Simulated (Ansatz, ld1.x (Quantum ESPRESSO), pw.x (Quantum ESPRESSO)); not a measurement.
**pw.x on fcc Ru: one setting changed**

Potential: PAW, ld1.x (Quantum ESPRESSO) 7.5, PBE; core [Kr], reference 4d7 5s0.5 5p0; waves: 5s (bound): rcut 2.20, rcutus 2.55 bohr; 5s channel at -0.05 Ry: rcut 2.20, rcutus 2.55 bohr; 5p (bound, empty): rcut 2.75, rcutus 3.30 bohr; 5p channel at 0.8 Ry: rcut 2.75, rcutus 3.30 bohr; 4d (bound): rcut 1.40, rcutus 1.75 bohr; 4d channel at 2.35 Ry: rcut 1.40, rcutus 1.75 bohr; local part: all-electron potential smoothed inside 2.55 bohr (lloc = -1); core correction: none; augmentation: PSQ, radius 1.55 bohr.

The reference run (k-mesh 15³, cutoffs 70/560 Ry, Fermi–Dirac 0.01 Ry, mixing_beta 0.4, conv_thr 1e-9, no spin) gives 4.27 GPa at 13.814 Å³/atom, where all-electron LAPW gives 0.83 GPa. This run, with its own iteration cap, changes input_dft to sla+noc, a wrong or extreme entry chosen on purpose.

```
&control
  calculation='scf', prefix='x', pseudo_dir='./', outdir='./tmp', tstress=.true., disk_io='none'
/
&system
  ibrav=0, nat=1, ntyp=1, ecutwfc=70, ecutrho=560, nbnd=11,
  occupations='smearing', smearing='fd', degauss=0.01, input_dft='sla+noc'
/
&electrons
  conv_thr=1e-09, mixing_beta=0.4, electron_maxstep=70
/
ATOMIC_SPECIES
Ru 1.0 Ru.UPF
CELL_PARAMETERS angstrom
  0.00000000 1.90442183 1.90442183
  1.90442183 0.00000000 1.90442183
  1.90442183 1.90442183 0.00000000
ATOMIC_POSITIONS crystal
Ru 0.0000 0.0000 0.0000
K_POINTS automatic
15 15 15 0 0 0
```

```bash
pw.x < Ru.scf.in > Ru.scf.out
```

Problem. How does the run end?

Solution. It converges in 10 iterations; the free energy moves by +232.80 eV/atom and the pressure by -1.25 GPa. The functional is no longer that of the file, so the result is not meaningful.

```
Exchange-correlation= SLA+NOC
     Message from routine setup:
     using ibrav=0 with symmetry is DISCOURAGED, use correct ibrav instead
     lattice parameter (alat)  =       5.0895  a.u.
     unit-cell volume          =      93.2215 (a.u.)^3
     number of electrons       =         8.00
     number of Kohn-Sham states=           11
     kinetic-energy cutoff     =      70.0000  Ry
     charge density cutoff     =     560.0000  Ry
     scf convergence threshold =      1.0E-09
     Exchange-correlation= SLA+NOC
     number of k points=   120  Fermi-Dirac smearing, width (Ry)=  0.0100
     iteration #  1     ecut=    70.00 Ry     beta= 0.40
     total energy              =    -272.64458058 Ry
     estimated scf accuracy    <       0.53414678 Ry
     iteration #  2     ecut=    70.00 Ry     beta= 0.40
     total energy              =    -272.69880562 Ry
     estimated scf accuracy    <       0.02218689 Ry
     iteration #  3     ecut=    70.00 Ry     beta= 0.40
     total energy              =    -272.70945239 Ry
     estimated scf accuracy    <       0.00163193 Ry
     iteration #  4     ecut=    70.00 Ry     beta= 0.40
     total energy              =    -272.70756630 Ry
     estimated scf accuracy    <       0.00434794 Ry
     iteration #  5     ecut=    70.00 Ry     beta= 0.40
     total energy              =    -272.70803281 Ry
     estimated scf accuracy    <       0.00005329 Ry
     iteration #  6     ecut=    70.00 Ry     beta= 0.40
     total energy              =    -272.70805901 Ry
     estimated scf accuracy    <       0.00000037 Ry
     iteration #  7     ecut=    70.00 Ry     beta= 0.40
     total energy              =    -272.70805968 Ry
     estimated scf accuracy    <       0.00000044 Ry
     iteration #  8     ecut=    70.00 Ry     beta= 0.40
     total energy              =    -272.70805971 Ry
     estimated scf accuracy    <       0.00000003 Ry
     iteration #  9     ecut=    70.00 Ry     beta= 0.40
     total energy              =    -272.70805972 Ry
     estimated scf accuracy    <          1.3E-09 Ry
     iteration # 10     ecut=    70.00 Ry     beta= 0.40
     the Fermi energy is    17.6195 ev
!    total energy              =    -272.70805972 Ry
     estimated scf accuracy    <          2.0E-11 Ry
     smearing contrib. (-TS)   =      -0.00464181 Ry
     convergence has been achieved in  10 iterations
          total   stress  (Ry/bohr**3)                   (kbar)     P=       30.12
     Message from routine punch:
     Nothing written, as per user request (disk_io='none')
```

The run took about 23 s on one core of a shared host (Neoverse-V1, 32 threads, 247 GiB, load 13).
